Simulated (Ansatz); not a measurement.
## Os-Pt-Os stack of (111) layers: phonons along a line and the smearing

Aim: see how the phonons of Os-Pt-Os stack of (111) layers along the first symmetry line respond to the electronic smearing. The first relaxation steps of the session are not shown, so no cell shown is the starting entry, unless a step says so.

Program: Ansatz 0.2.0. Level of theory: DFT PBE, scalar-relativistic, plane waves, PAW. Results are calculated unless marked as measured.

## Step 1: The cell after earlier relaxation steps

The cell holds 3 atoms: 2 Os and 1 Pt. Its edges and angles: a = 2.682 Å, b = 2.682 Å, c = 32.853 Å, α = 90.0°, β = 90.0°, γ = 120.0°. Vacuum lies along c.

## Step 2: Relaxing tightly for phonons

Phonons are second derivatives about the minimum, so the remaining forces must be small: the thresholds are tightened. Earlier relaxation steps are not shown.

input.yaml

```yaml
crystal:
  lattice:
    - [2.68190374, 0.0, 0.0]
    - [-1.34095187, 2.3225967693, 0.0]
    - [0.0, 0.0, 32.8528545601]
  atoms:
    - { symbol: Os, position: [0.0, 0.0, 0.1674527605] }
    - { symbol: Pt, position: [0.3333333333, 0.6666666667, 0.2363026015] }
    - { symbol: Os, position: [0.6666666667, 0.3333333333, 0.3051524426] }
  periodic: [true, true, false]
kpoints:
  mp_grid: { grid: [12, 12, 1] }
hamiltonian:
  xc: pbe
scf:
  occupations: { method: methfessel_paxton, width: 0.2 }
output:
  forces: true
  stress: true
  eigenvalues: true
  write_density: true
  write_potential: true
  elf: true
  volumetric_format: npy
relax:
  adjacent_minimum: "off"
  f_tol: 0.001
  max_steps: 60
  cell: { stress_2d_tol: 0.002 }
```

Started as:

```sh
$ ansatz run input.yaml --threads 4 --pin off --max-ram 8192MiB --backend cpu --events-out ev --progress --plain --runs-dir out
```

Numbers of over 12 decimals in the logs are rounded to 6 here.

The log of the run:

```text
[the first part of the log is left out]
  E_vxc        = -867.734487  (∫ρ·V_xc dr)
  E_paw        = -27476.996215  (= ΣΔE_a)
  E_vpaw       = -706.738329  (= ΣTr[D̂ρ^β])
  E_aug_tail   = 0.000040  (compensation charges beyond the density's cutoff)
  E_ewald      = 103908.168568
  E_smearing   = -0.003492  (= −TS)
  E_closure    = 0.000000  (closes the sum)
  Σ components = -35289.196054   (vs F -35289.196054, Δ=0.00e0)
--- Forces (eV/Å), atoms counted from 1 ---
  atom   1  Os    -0.00000000     0.00000000     0.00001751
  atom   2  Pt    -0.00000000     0.00000000     0.00000000
  atom   3  Os     0.00000000    -0.00000000    -0.00001751
  max |Σ_I F_I| component: 9.25e-18 eV/Å
--- 2D stress c σ (N/m, compression-positive) ---
        0.000410       0.000000      -0.000000
        0.000000       0.000410       0.000000
       -0.000000       0.000000       0.000000
  P = ½ c Tr σ = 0.0004 N/m
--- Band table (eV; the first three rows and the last of 19) ---
  k-point 0: bands = ["-104.8003", "-91.7733", "-91.7732", "-59.1364", "-58.7383", "-58.7383", "-51.2794", "-51.2657", "-50.6995", "-50.6995", "-50.6992", "-50.6992", "-15.8144", "-13.6000", "-13.4418", "-9.8964", "-9.8964", "-9.8732", "-8.9055", "-8.4053", "-8.4053", "-7.6540", "-7.6540", "-6.8356", "-6.8356", "-6.7091", "-5.5085", "-4.6818", "-4.6818", "-4.1996"]
  k-point 1: bands = ["-104.7979", "-91.7683", "-91.7683", "-59.1315", "-58.7740", "-58.7469", "-51.2707", "-51.2582", "-50.7612", "-50.7610", "-50.7140", "-50.7137", "-15.5380", "-13.3084", "-13.1705", "-10.1125", "-9.8121", "-9.6865", "-9.3106", "-8.3408", "-8.2260", "-7.8446", "-7.3985", "-7.0323", "-6.8038", "-6.7490", "-6.1893", "-4.7262", "-4.4152", "-4.2397"]
  k-point 2: bands = ["-104.7913", "-91.7548", "-91.7547", "-59.1182", "-58.8709", "-58.7704", "-51.2471", "-51.2375", "-50.9281", "-50.9273", "-50.7534", "-50.7530", "-14.7828", "-12.6068", "-12.4744", "-10.5521", "-10.0190", "-9.5912", "-9.0888", "-8.3839", "-8.3107", "-8.1020", "-7.4845", "-7.0720", "-6.6576", "-6.5963", "-6.3043", "-4.8710", "-4.3275", "-3.8609"]
  k-point 18: bands = ["-104.7598", "-91.6897", "-91.6897", "-59.1043", "-59.1043", "-59.0542", "-51.3233", "-51.3200", "-51.3200", "-51.3191", "-51.1355", "-51.1355", "-11.4843", "-11.4843", "-11.2639", "-10.7638", "-10.7638", "-8.7535", "-8.0220", "-8.0151", "-8.0151", "-8.0036", "-7.0489", "-7.0489", "-5.5542", "-5.0420", "-5.0420", "0.2973", "0.9876", "0.9876"]
--- Relaxed structure (3 steps of the walk, 2 accepted, 1 SCFs on fresh bases) ---
  F+E_penalty+E_count = -35289.19605371 eV   max|allowed force component| = 1.751e-5 eV/Å   (the final SCF, on the basis selected at the relaxed cell)
  cell:  # Å, volume = 204.6294 Å³
    - [2.681835, 0.0, 0]
    - [-1.340918, 2.322537, 0]
    - [0, 0, 32.8528545601]
  atoms:
    - { symbol: Os, position: [0, 0, 0.167460] }
    - { symbol: Pt, position: [0.333333, 0.666667, 0.236303] }
    - { symbol: Os, position: [0.666667, 0.333333, 0.305145] }
```

The job ended after 8.5 s (4 threads of Arm Neoverse V2, shared host; peak memory 0.56 GiB).

Little changed from the start: no atom moved by 0.005 Å and no cell edge by 0.1 %.

Numbers from this step:

```yaml
metallic_on_mesh: yes
gap_on_the_k_mesh: 0 eV
```

ELF in the ca plane at fractional y = 0.333, with atoms of Os within 0.2 Å of it. It is the smooth field of the valence electrons, not physical close to the nuclei.

Ten even steps from '0' (0.00) to '9' (0.67), each cell a mean:
```
00000000012444444333343344699633210000000000
00000000013455554322333445988953210000000000
00000000013566655322333446967963210000000000
00000000013455554322333445999953210000000000
00000000012444444333444444587533210000000000
00000000012334565344566444445444321000000000
00000000012334675444566444455555321000000000
00000000012344565344465444355444321000000000
```
Columns run along c (16.0 Å, from fractional 0.00 to 0.49 of the cell), rows up along a (2.7 Å). Atoms in or near the plane, at fractional coordinates: Os at (0.31, 0.67).

Valence density in the ca plane at fractional y = 0.333, with atoms of Os within 0.2 Å of it. It is the smooth field of the valence electrons, not physical close to the nuclei.

Ten steps, logarithmic in the rise over the least value, from '0' (0.0 e/Å³) to '9' (7.8 e/Å³), each cell a mean:
```
00000000000123454333444434688642100000000000
00000000000123343322333335899852100000000000
00000000000123333322333346999862100000000000
00000000000123343323343335899852100000000000
00000000000123454333455434677632100000000000
00000000000124665434576533455431000000000000
00000000000124676444677533344321000000000000
00000000000124565434566433455431000000000000
```
Columns run along c (16.0 Å, from fractional 0.00 to 0.49 of the cell), rows up along a (2.7 Å). Atoms in or near the plane, at fractional coordinates: Os at (0.31, 0.67).

Electrostatic potential energy in the ca plane at fractional y = 0.333, with atoms of Os within 0.2 Å of it. With pseudopotentials it is smooth inside the atoms' cores, unlike the true potential.

Values in eV, 5 rows by 16 columns, each cell a mean:
```
  0   0   0   0  -3 -12  -7  -9  -9 -30 -42  -6   0   0   0   0
  0   0   0   0  -2  -6  -4  -5  -6 -38 -48 -10   0   0   0   0
  0   0   0   0  -3 -12  -7 -10  -9 -29 -41  -6   0   0   0   0
  0   0   0   0  -6 -29 -13 -25 -19 -10 -14  -2   0   0   0   0
  0   0   0   0  -6 -30 -13 -25 -19 -10 -14  -2   0   0   0   0
```
Columns run along c (16.0 Å, from fractional 0.00 to 0.49 of the cell; values clipped at the 3rd and 97th percentile), rows up along a (2.7 Å). Atoms in or near the plane, at fractional coordinates: Os at (0.31, 0.67).

## Step 3: Phonons along a line: Fermi–Dirac smearing of 0.1 eV

Each wavevector is solved by itself, so no interpolation smooths a dip of the branch.

input.yaml

```yaml
crystal:
  lattice:
    - [2.6818352714, 0.0, 0.0]
    - [-1.3409176357, 2.3225374738, 0.0]
    - [0.0, 0.0, 32.8528545601]
  atoms:
    - { symbol: Os, position: [0.0, 0.0, 0.1674600735] }
    - { symbol: Pt, position: [0.3333333333, 0.6666666667, 0.2363026015] }
    - { symbol: Os, position: [0.6666666667, 0.3333333333, 0.3051451296] }
  periodic: [true, true, false]
kpoints:
  mp_grid: { grid: [18, 18, 1] }
hamiltonian:
  xc: pbe
scf:
  occupations: { method: fermi_dirac, width: 0.1 }
output:
  eigenvalues: true
phonons:
  method: dfpt
  qpoints:
    - [0, 0, 0]
    - [0.166666667, 0.0, 0.0]
    - [0.333333333, 0.0, 0.0]
    - [0.5, 0.0, 0.0]
```

The log of the run:

```text
Warning: crystal.symmetry: narrowed to the stabiliser of the run's FFT grids — unitary ops 12 → 6. A phonons.method: dfpt run fills in the rows of the dynamical matrix that it does not solve by its symmetry operations, which is exact only for operations that map its FFT grids onto themselves: filled in by any other, the frequencies could depend on the order in which like atoms are typed, or, by more than the grids' own error, on where the crystal sits among the grids' points. Excluded: 6 operations. The run can therefore solve more perturbations, solve them on more k-points, or both, and cost more. [rest of the remark cut]
The run solves and reports these wavevectors of phonons.qpoints, in the list's order, at another value: [0.166666667, 0.0, 0.0] as [0.166667, 0.0, 0.0], [0.333333333, 0.0, 0.0] as [0.333333, 0.0, 0.0].
[...]
Crystal: 3 atoms, lattice volume = 204.629 Å³
Basis set: ecut = 420 eV, 4087 PW (Γ), exchange–correlation on 36×36×450 points (8 copies of the dense FFT grid, shifted against one another)
Bands: 30, of which v1, the nominal top of the filled ones, is band 25 counted from 1 (24 counted from 0)
Symmetry: 12 space group operations
k-points: 37 of 324 (irreducible under 6 space group operations, time reversal used)
[...]
SCF iter   1: F=—  HF=-35289.238330 eV  |F-HF|=—  |Δ(HF+E_count)|=         —  Δρ=3.62e-3  dr2=1.91e-2  ethr=1.77e-3  ⟨swp⟩=13.8  Hψ=8410  notcnv=0
[...]
SCF iter   9: F=-35289.241735 eV  HF=-35289.241735 eV  |F-HF|=7.13e-10  |Δ(HF+E_count)|=   5.55e-9  Δρ=7.75e-8  dr2=5.28e-12  ethr=1.00e-12  ⟨swp⟩=14.2  Hψ=10923  notcnv=0
SCF 1 converged in 9 iterations: F = -35289.241735 eV  dr2 = 5.28e-12
[...]
NSCF: frozen V_eff on 37 k-points
WARN: eigensolver did not converge (k=33): 1 band(s) unlocked after 2 eigensolves, warm-restarted (20 sweeps on the last) at ethr=2.33e-12 eV (storage-precision floor; scheduled 1.00e-12 eV) (lowest unlocked band 29, counted from 0; max residual 1.09e-5 eV among the unlocked bands, 1.09e-5 eV over every band; other slots of this pass that fall short are told together in one closing line; warning suppressed until the next SCF loop or pass starts)
WARN: eigensolver did not converge in 2 slots of this pass, the one above among them; of largest residual over every band (k=34): 1 band(s) unlocked (lowest unlocked band 29, counted from 0; max residual 7.27e-4 eV among the unlocked bands, 7.27e-4 eV over every band); of lowest unlocked band (k=33): band 29
[...]
DFPT response loops at q = (0, 0, 0) (fractional): preconditioner auto → none (partly filled bands, converged f_vac=0.732); β = 0.50; Broyden in place of MSR1
[...]
SCF converged after 9 iterations
Free energy (F): -35289.241735 eV
[...]
Internal energy: -35289.146530 eV  (E = F + TS)
E sigma→0 (E₀):  -35289.194133 eV
Entropy (-TS):   -0.095206 eV (-31.735 meV/atom)
Fermi energy:    -5.513204 eV
[...]
--- Band table (eV; the first three rows and the last of 37) ---
  k-point 0: bands = [... 21 lower, -7.7357, -7.7357, -6.8994, -6.8994, -6.7305, -5.5313, -4.7356, -4.7356, ... 1 higher]
  k-point 1: bands = [... 21 lower, -7.8262, -7.6216, -6.9627, -6.8679, -6.8176, -5.9133, -4.7548, -4.6057, ... 1 higher]
  k-point 2: bands = [... 21 lower, -8.0356, -7.2845, -7.2261, -6.8232, -6.7266, -6.5387, -4.8167, -4.3197, ... 1 higher]
  k-point 36: bands = [... 21 lower, -8.0673, -7.1030, -7.1030, -5.6083, -5.0851, -5.0851, 0.2517, 0.9326, ... 1 higher]
--- Phonons (Γ-DFPT): 6 representative perturbations + reference (Σ response iterations 30) ---
  ASR residual: 1.375e-3 → 0.000e0 eV/Å²; symmetrization residual: 1.451e-4 eV/Å²
  The last average, over the group as it would stand without the narrowing to the FFT grids, took up to 1.063e-5 eV/Å² of the zone centre's force constants
  ASR residual per site (eV/Å²): 1.38e-3 7.10e-4 1.35e-3
  Γ frequencies (cm⁻¹): 0.00 0.00 0.00 60.61 60.61 100.99 100.99 115.48 174.62
  non-analytic LO–TO correction: not included (Born effective charges unavailable; polar crystals: no LO–TO splitting at Γ)
--- Phonons (arbitrary-q DFPT): 4 explicit q-points ---
  q = [0, 0, 0] (of the zone-centre solve; hermiticity 2.01e-5, symmetrization 4.89e-13, taken by the last average 7.35e-7): -0.00 0.00 0.00 60.61 60.61 100.99 100.99 115.48 174.62
  q = [0.166667, 0, 0] (6 solved perturbations in 1485 linear systems a pass and spin channel, the states on 324 of 324 k-point pairs; hermiticity 7.27e-6, symmetrization 4.66e-9, taken by the last average 1.03e-6): 44.43 62.91 83.70 98.98 115.96 120.61 125.09 149.78 166.32
[...]
sum rule: each row above includes the acoustic sum rule's correction from the zone centre's row sums; it moved no ω² by more than (1.40 cm⁻¹)²
```

It took 11 min on 4 threads; peak memory 3.7 GiB; 44 min of CPU time.

Each wavevector solved by linear response. Table of frequency by |q| along the line; 7 of 9 lines:

```csv
|q| along the line (Å⁻¹),mode 1 (cm⁻¹),mode 2 (cm⁻¹),mode 3 (cm⁻¹),mode 4 (cm⁻¹),mode 5 (cm⁻¹),mode 6 (cm⁻¹),mode 7 (cm⁻¹)
0.000,0,0,0,60.6,60.6,101,101
0.451,44.4,62.9,83.7,99.0,116,121,125
0.902,87.5,92.1,93.4,110,126,132,153
1.353,79.6,86.3,91.1,116,126,135,145
```

## Step 4: Phonons along a line: Fermi–Dirac smearing of 0.25 eV

Each wavevector is solved by itself, so no interpolation smooths a dip of the branch.

Changes to input.yaml since step 3:

```diff
@@ -15,3 +15,3 @@
 scf:
-  occupations: { method: fermi_dirac, width: 0.1 }
+  occupations: { method: fermi_dirac, width: 0.25 }
 output:
```

Wider smearing eases the sum over k-points of a metal but moves the result away from its zero-temperature value.

The log of the run:

```text
[...]
band count auto-derived: 33 (N_el = 50.0; filled up to band 25; 30 by the electrons, moments and atoms)
[...]
Crystal: 3 atoms, lattice volume = 204.629 Å³
Basis set: ecut = 420 eV, 4087 PW (Γ), exchange–correlation on 36×36×450 points (8 copies of the dense FFT grid, shifted against one another)
Bands: 33, of which v1, the nominal top of the filled ones, is band 25 counted from 1 (24 counted from 0)
[... 1 set-up line as in the run before ...]
k-points: 37 of 324 (irreducible under 6 space group operations, time reversal used)
[...]
SCF iter   1: F=—  HF=-35289.523170 eV  |F-HF|=—  |Δ(HF+E_count)|=         —  Δρ=3.70e-3  dr2=2.87e-2  ethr=1.77e-3  ⟨swp⟩=13.7  Hψ=9404  notcnv=0
[...]
SCF iter  10: F=-35289.525646 eV  HF=-35289.525646 eV  |F-HF|=2.33e-10  |Δ(HF+E_count)|=   1.60e-9  Δρ=4.73e-8  dr2=4.60e-12  ethr=1.00e-12  ⟨swp⟩=20.6  Hψ=11213  notcnv=0
SCF 1 converged in 10 iterations: F = -35289.525646 eV  dr2 = 4.60e-12
[...]
SCF converged after 10 iterations
Free energy (F): -35289.525646 eV
[...]
Internal energy: -35288.810624 eV  (E = F + TS)
E sigma→0 (E₀):  -35289.168135 eV
Entropy (-TS):   -0.715022 eV (-238.341 meV/atom)
Fermi energy:    -5.539544 eV
[...]
--- Band table (eV; the first three rows and the last of 37) ---
  k-point 0: bands = [... 21 lower, -7.7167, -7.7167, -6.8925, -6.8925, -6.7119, -5.5204, -4.7042, -4.7042, ... 4 higher]
  k-point 1: bands = [... 21 lower, -7.8074, -7.6026, -6.9532, -6.8595, -6.8001, -5.8973, -4.7236, -4.5762, ... 4 higher]
  k-point 2: bands = [... 21 lower, -8.0175, -7.2652, -7.2075, -6.8114, -6.7142, -6.5192, -4.7859, -4.2920, ... 4 higher]
  k-point 36: bands = [... 21 lower, -8.0462, -7.0924, -7.0924, -5.6044, -5.0603, -5.0603, 0.2513, 0.9395, ... 4 higher]
[...]
ASR residual: 9.176e-4 → 0.000e0 eV/Å²; symmetrization residual: 5.642e-5 eV/Å²
[...]
ASR residual per site (eV/Å²): 8.94e-4 4.36e-4 9.18e-4
  Γ frequencies (cm⁻¹): 0.00 0.00 0.00 58.19 58.19 96.87 96.87 115.08 173.06
[...]
--- Phonons (arbitrary-q DFPT): 4 explicit q-points ---
[...]
```

Wall time 13 min (4 threads); peak memory 3.9 GiB.

Each wavevector solved by linear response. Frequency against |q| along the line; 7 of 9 lines:

```csv
|q| along the line (Å⁻¹),mode 1 (cm⁻¹),mode 2 (cm⁻¹),mode 3 (cm⁻¹),mode 4 (cm⁻¹),mode 5 (cm⁻¹),mode 6 (cm⁻¹),mode 7 (cm⁻¹)
0.000,0,0,0,58.2,58.2,96.9,96.9
0.451,42.1,61.1,82.3,96.7,111,117,123
0.902,83.0,91.3,93.2,108,128,128,152
1.353,79.3,83.0,89.4,117,120,140,142
```

Against step 3 (now smearing width 0.25 eV), the free energy moves by -94.6 meV an atom.

## Step 5: The lowest branch at each setting

The lowest frequency by |q| along the line:

```csv
|q| along the line (Å⁻¹),"fermi dirac 0.1 eV, k 18x18x1 (cm⁻¹)","fermi dirac 0.25 eV, k 18x18x1 (cm⁻¹)"
0.000,0,0
0.451,44.4,42.1
0.902,87.5,83.0
1.353,79.6,79.3
```

## Step 6: Summary of results

| Quantity | Value |
| --- | --- |
| phonon run of the rows without a label of their own | PBE, k 18×18×1 |
| lowest branch at the last solved point, Fermi–Dirac 0.1 eV | 79.6 cm⁻¹ at \|q\| = 1.35 Å⁻¹ |
| lowest branch at the last solved point, Fermi–Dirac 0.25 eV | 79.3 cm⁻¹ at \|q\| = 1.35 Å⁻¹ |

In words: No branch softens by more than 4 % of the top frequency as the smearing narrows, so no anomaly that hangs on the smearing shows at these points. The line holds 4 wavevectors, so a narrow dip between them would be missed. Between Fermi–Dirac 0.25 eV and Fermi–Dirac 0.1 eV the largest change, with modes counted by rank of frequency, is in mode 5 at |q| = 1.35 Å⁻¹, from 120 to 126 cm⁻¹. Where branches cross, a count by rank can hide a softening. At the narrowest width the k mesh may not resolve the Fermi surface, so part of the change can be mesh noise. Spin–orbit coupling, left out here, matters for Os and Pt. The structure was built by hand as an ordered model, and its stability against other phases was not tested.

[Logs are printed without paths, hosts, clocks, repeated set-up lines and the standing remarks that a program may print on its own settings, such as how far it seeks lower states.]

[Hosts, paths, dates, database ids (printed as entryN), source tags and the programs' standing remarks are cut or masked in the printed files.]
